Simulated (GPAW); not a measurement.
# CoO (I4/mmm) in GPAW: a series of runs, part 2 of 2

GPAW 26.7.0. The steps go on from the part before.

## (4) Relaxation of cell and atoms, PBE, collinear spin, ferromagnetic start, target pressure 30 GPa, at which the enthalpy is minimised

Input file run.py:

```python
from ase import Atoms
from ase.filters import FrechetCellFilter
from ase.io import write
from ase.optimize import BFGS
from ase.units import GPa
from gpaw import GPAW, PW

atoms = Atoms(['Co', 'O'],
              cell=[[-1.50800044, 1.50800044, 2.10725036],
                    [1.50800044, -1.50800044, 2.10725036],
                    [1.50800044, 1.50800044, -2.10725036]],
              scaled_positions=[[0.0, 0.0, 0.0],
                                [0.5, 0.5, 0.0]],
              pbc=True)
atoms.set_initial_magnetic_moments([2.0, 0.0])

calc = GPAW(mode=PW(800),
            xc='PBE',
            kpts={'size': (9, 9, 9), 'gamma': True},
            occupations={'name': 'fermi-dirac', 'width': 0.05},
            nbands=17,
            convergence={'density': 1e-05, 'forces': 0.0001},
            maxiter=150,
            txt='gpaw.txt')
atoms.calc = calc
opt = BFGS(FrechetCellFilter(atoms, scalar_pressure=30 * GPa), trajectory='relax.traj', logfile='-')
done = opt.run(fmax=0.02, steps=60)
calc.write('gs.gpw')
write('result.traj', atoms)
print('Converged:', done)
print('Cell:', atoms.cell.cellpar().round(4))
print('Volume:', round(atoms.get_volume(), 4))
print(atoms.get_scaled_positions().round(5))
```

Potentials or basis: GPAW PAW data sets (gpaw-data 1.2.1), pw.

Started as:

```sh
> OMP_NUM_THREADS=1 python run.py
```

gpaw.txt:

```text
__  _  _
 | _ |_)|_||  |
 |__||  | ||/\| - 26.7.0

Input parameters:
  mode=PW(ecut=800.0),
  convergence={'density': 1e-05, 'forces': 0.0001},
  kpts=MonkhorstPack(size=(9, 9, 9), gamma=True),
  maxiter=150,
  nbands=17,
  occupations=Occupations(name='fermi-dirac', width=0.05),
  xc=XC(name='PBE')

Diagonalizing LCAO Hamiltonian
Converting LCAO to pw mode

       O

       Co

Atoms  # Å, Bohr magnetons
|   | symbol |        x |        y |        z |    initial magnetic moments |
|---|--------|----------|----------|----------|-----------------------------|
| 0 |     Co | 0.000000 | 0.000000 | 0.000000 | ( 0.0000,  0.0000,  2.0000) |
| 1 |      O | 0.000000 | 0.000000 | 2.107250 | ( 0.0000,  0.0000,  0.0000) |

Unit cell  # Å
| periodic |         x |         y |         z |  lengths |     angles |
|----------|-----------|-----------|-----------|----------|------------|
|      yes | -1.508000 |  1.508000 |  2.107250 | 2.998105 | 119.604700 |
|      yes |  1.508000 | -1.508000 |  2.107250 | 2.998105 | 119.604700 |
|      yes |  1.508000 |  1.508000 | -2.107250 | 2.998105 |  90.686055 |
[... 224 lines left out ...]
Stress tensor  # eV/Ang^3
|         x |         y |         z |
|-----------|-----------|-----------|
| -0.001343 |  0.000000 |  0.000000 |
|  0.000000 | -0.001343 |  0.000000 |
|  0.000000 |  0.000000 | -0.002561 |

Forces  # eV/Ang
|       x |       y |       z |
|---------|---------|---------|
| 0.00000 | 0.00000 | 0.00000 |  # Co   0
| 0.00000 | 0.00000 | 0.00000 |  # O    1

Interpolating wave functions to new cell

       O

       Co

Atoms  # Å, Bohr magnetons
|   | symbol |        x |        y |        z |    initial magnetic moments |
|---|--------|----------|----------|----------|-----------------------------|
| 0 |     Co | 0.000000 | 0.000000 | 0.000000 | ( 0.0000,  0.0000,  2.4975) |
| 1 |      O | 0.000000 | 0.000000 | 2.080776 | ( 0.0000,  0.0000,  0.2250) |

Unit cell  # Å
| periodic |         x |         y |         z |  lengths |     angles |
|----------|-----------|-----------|-----------|----------|------------|
|      yes | -1.488931 |  1.488931 |  2.080776 | 2.960314 | 119.607446 |
|      yes |  1.488931 | -1.488931 |  2.080776 | 2.960314 | 119.607446 |
|      yes |  1.488931 |  1.488931 | -2.080776 | 2.960314 |  90.681279 |
[... 221 lines left out ...]
Stress tensor  # eV/Ang^3
|         x |         y |         z |
|-----------|-----------|-----------|
| -0.042808 |  0.000000 |  0.000000 |
|  0.000000 | -0.042808 |  0.000000 |
|  0.000000 |  0.000000 | -0.048350 |

Forces  # eV/Ang
|        x |       y |       z |
|----------|---------|---------|
| -0.00000 | 0.00000 | 0.00000 |  # Co   0
| -0.00000 | 0.00000 | 0.00000 |  # O    1

Interpolating wave functions to new cell

       O

       Co

Atoms  # Å, Bohr magnetons
|   | symbol |         x |         y |         z |    initial magnetic moments |
|---|--------|-----------|-----------|-----------|-----------------------------|
| 0 |     Co |  0.000000 | -0.000000 | -0.000000 | ( 0.0000,  0.0000,  2.4164) |
| 1 |      O | -0.000000 |  0.000000 |  2.008752 | ( 0.0000,  0.0000,  0.2073) |

Unit cell  # Å
| periodic |         x |         y |         z |  lengths |     angles |
|----------|-----------|-----------|-----------|----------|------------|
|      yes | -1.435375 |  1.435375 |  2.008752 | 2.855817 | 119.653743 |
|      yes |  1.435375 | -1.435375 |  2.008752 | 2.855817 | 119.653743 |
|      yes |  1.435375 |  1.435375 | -2.008752 | 2.855817 |  90.600788 |
[... 226 lines left out ...]
Stress tensor  # eV/Ang^3
|         x |         y |         z |
|-----------|-----------|-----------|
| -0.176314 |  0.000000 |  0.000000 |
|  0.000000 | -0.176314 |  0.000000 |
|  0.000000 |  0.000000 | -0.195067 |

Forces  # eV/Ang
|       x |        y |        z |
|---------|----------|----------|
| 0.00000 |  0.00000 | -0.00000 |  # Co   0
| 0.00000 | -0.00000 |  0.00000 |  # O    1

Interpolating wave functions to new cell

       O

       Co

Atoms  # Å, Bohr magnetons
|   | symbol |         x |         y |         z |    initial magnetic moments |
|---|--------|-----------|-----------|-----------|-----------------------------|
| 0 |     Co |  0.000000 | -0.000000 | -0.000000 | ( 0.0000,  0.0000,  1.8611) |
| 1 |      O | -0.000000 | -0.000000 |  2.008005 | ( 0.0000,  0.0000,  0.1098) |

Unit cell  # Å
| periodic |         x |         y |         z |  lengths |     angles |
|----------|-----------|-----------|-----------|----------|------------|
|      yes | -1.433154 |  1.433154 |  2.008005 | 2.853059 | 119.692535 |
|      yes |  1.433154 | -1.433154 |  2.008005 | 2.853059 | 119.692535 |
|      yes |  1.433154 |  1.433154 | -2.008005 | 2.853059 |  90.533375 |
[... 220 lines left out ...]
Stress tensor  # eV/Ang^3
|         x |         y |         z |
|-----------|-----------|-----------|
| -0.182915 |  0.000000 |  0.000000 |
|  0.000000 | -0.182915 | -0.000000 |
|  0.000000 | -0.000000 | -0.200095 |

Forces  # eV/Ang
|       x |        y |       z |
|---------|----------|---------|
| 0.00000 | -0.00000 | 0.00000 |  # Co   0
| 0.00000 | -0.00000 | 0.00000 |  # O    1

Interpolating wave functions to new cell

       O

       Co

Atoms  # Å, Bohr magnetons
|   | symbol |         x |         y |         z |    initial magnetic moments |
|---|--------|-----------|-----------|-----------|-----------------------------|
| 0 |     Co |  0.000000 | -0.000000 | -0.000000 | ( 0.0000,  0.0000,  1.8484) |
| 1 |      O | -0.000000 | -0.000000 |  2.010144 | ( 0.0000,  0.0000,  0.1083) |

Unit cell  # Å
| periodic |         x |         y |         z |  lengths |     angles |
|----------|-----------|-----------|-----------|----------|------------|
|      yes | -1.431648 |  1.431648 |  2.010144 | 2.853053 | 119.762321 |
|      yes |  1.431648 | -1.431648 |  2.010144 | 2.853053 | 119.762321 |
|      yes |  1.431648 |  1.431648 | -2.010144 | 2.853053 |  90.412167 |
[... 220 lines left out ...]
Stress tensor  # eV/Ang^3
|         x |         y |         z |
|-----------|-----------|-----------|
| -0.185882 |  0.000000 |  0.000000 |
|  0.000000 | -0.185882 |  0.000000 |
|  0.000000 |  0.000000 | -0.199302 |

Forces  # eV/Ang
|        x |        y |       z |
|----------|----------|---------|
| -0.00000 | -0.00000 | 0.00000 |  # Co   0
|  0.00000 |  0.00000 | 0.00000 |  # O    1

Interpolating wave functions to new cell

       O

       Co

Atoms  # Å, Bohr magnetons
|   | symbol |         x |         y |         z |    initial magnetic moments |
|---|--------|-----------|-----------|-----------|-----------------------------|
| 0 |     Co | -0.000000 | -0.000000 | -0.000000 | ( 0.0000,  0.0000,  1.8442) |
| 1 |      O | -0.000000 | -0.000000 |  2.018459 | ( 0.0000,  0.0000,  0.1077) |

Unit cell  # Å
| periodic |         x |         y |         z |  lengths |     angles |
|----------|-----------|-----------|-----------|----------|------------|
|      yes | -1.428670 |  1.428670 |  2.018459 | 2.855937 | 119.967482 |
|      yes |  1.428670 | -1.428670 |  2.018459 | 2.855937 | 119.967482 |
|      yes |  1.428670 |  1.428670 | -2.018459 | 2.855937 |  90.056333 |
[... 220 lines left out ...]
Stress tensor  # eV/Ang^3
|         x |         y |         z |
|-----------|-----------|-----------|
| -0.189516 |  0.000000 |  0.000000 |
|  0.000000 | -0.189516 |  0.000000 |
|  0.000000 |  0.000000 | -0.191576 |

Forces  # eV/Ang
|        x |       y |        z |
|----------|---------|----------|
| -0.00000 | 0.00000 | -0.00000 |  # Co   0
|  0.00000 | 0.00000 | -0.00000 |  # O    1

Interpolating wave functions to new cell

       O

       Co

Atoms  # Å, Bohr magnetons
|   | symbol |         x |         y |         z |    initial magnetic moments |
|---|--------|-----------|-----------|-----------|-----------------------------|
| 0 |     Co | -0.000000 | -0.000000 | -0.000000 | ( 0.0000,  0.0000,  1.8435) |
| 1 |      O | -0.000000 | -0.000000 |  2.020701 | ( 0.0000,  0.0000,  0.1075) |

Unit cell  # Å
| periodic |         x |         y |         z |  lengths |     angles |
|----------|-----------|-----------|-----------|----------|------------|
|      yes | -1.428700 |  1.428700 |  2.020701 | 2.857551 | 120.003494 |
|      yes |  1.428700 | -1.428700 |  2.020701 | 2.857551 | 120.003494 |
|      yes |  1.428700 |  1.428700 | -2.020701 | 2.857551 |  89.993948 |
[... 219 lines left out ...]
Stress tensor  # eV/Ang^3
|         x |         y |         z |
|-----------|-----------|-----------|
| -0.188088 |  0.000000 | -0.000000 |
|  0.000000 | -0.188088 |  0.000000 |
| -0.000000 |  0.000000 | -0.188182 |

Forces  # eV/Ang
|       x |        y |       z |
|---------|----------|---------|
| 0.00000 | -0.00000 | 0.00000 |  # Co   0
| 0.00000 |  0.00000 | 0.00000 |  # O    1

# Writing to gs.gpw (mode='')
```

Wall time 4.1 min (1 thread of Arm Neoverse V2, shared host); peak memory 0.33 GiB.

What came out:

| Property | Result |
| --- | --- |
| Free energy | -14.2346 eV |
| Relaxed volume | 8.25 Å³/atom |
| Relaxed cell | a = 2.858 Å, b = 2.858 Å, c = 2.858 Å, α = 120.00°, β = 120.00°, γ = 89.99° |
| Space group after relaxing (to 0.05 Å) | Fm-3m (No. 225) |
| Energy change on relaxing (the enthalpy is what falls) | +123.6 meV/atom |
| Ionic steps | 7 |
| Pressure after relaxing | 30.1 GPa |
| Band gap on the k mesh | none (metal or under the smearing width) |
| Net moment | 2.04 μB per cell |
| Site moments | Co +1.85; O +0.11 μB |

Step by step:
| step | energy change (eV) | largest force (eV/Å) | pressure (GPa) | volume (Å³) |
| --- | --- | --- | --- | --- |
| 1 | 0.0000 | 0.0000 | 0.28 | 19.17 |
| 2 | 0.0169 | 0.0000 | 7.15 | 18.45 |
| 3 | 0.2380 | 0.0000 | 29.25 | 16.55 |
| 4 | 0.2484 | 0.0000 | 30.22 | 16.50 |
| 5 | 0.2513 | 0.0000 | 30.50 | 16.48 |
| 6 | 0.2509 | 0.0000 | 30.47 | 16.48 |
| 7 | 0.2472 | 0.0000 | 30.14 | 16.50 |

Final structure:
```yaml
crystal:
  lattice:
    - [-1.42870, 1.42870, 2.02070]
    - [1.42870, -1.42870, 2.02070]
    - [1.42870, 1.42870, -2.02070]
  atoms:
    - { symbol: Co, position: [0.00000, 0.00000, 0.00000] }
    - { symbol: O, position: [0.50000, 0.50000, 0.00000] }
```

Caveat: each step starts from the last one's moments, so a moment once lost doesn't come back; later steps reuse the first step's grids; a cell with one magnetic atom can't hold antiferromagnetic order, which such compounds often take; semilocal functionals often make such compounds metallic where correlation or magnetic order opens a gap, which also shifts bond lengths.

## (5) Summary

| level | potentials or basis | cell | target pressure | gap on the mesh (eV) | pressure (GPa) | moment (μB) |
| --- | --- | --- | --- | --- | --- | --- |
| PBEsol+D4 | PAW data sets generated in the run's folder for this functional, pw | relaxed | - | none | 0.2 | 2.74 |
| PBE | GPAW PAW data sets (gpaw-data 1.2.1), pw | relaxed to 20 GPa | 20 GPa | none | 19.7 | 2.65 |
| PBE | GPAW PAW data sets (gpaw-data 1.2.1), pw | relaxed to 30 GPa | 30 GPa | none | 30.1 | 2.04 |

Alike in all rows: task relaxation of cell and atoms; spin collinear, ferromagnetic start; k mesh 9 × 9 × 9; cutoff (eV) 800; smearing fermi-dirac 0.05 eV.

Caveats: each step starts from the last one's moments, so a moment once lost doesn't come back; later steps reuse the first step's grids; a cell with one magnetic atom can't hold antiferromagnetic order, which such compounds often take; semilocal functionals often make such compounds metallic where correlation or magnetic order opens a gap, which also shifts bond lengths; pairwise dispersion overbinds metals, which lowers pressure and volume (some runs).

Total energies depend on the potentials used, so only differences within one code and one set of settings carry meaning.
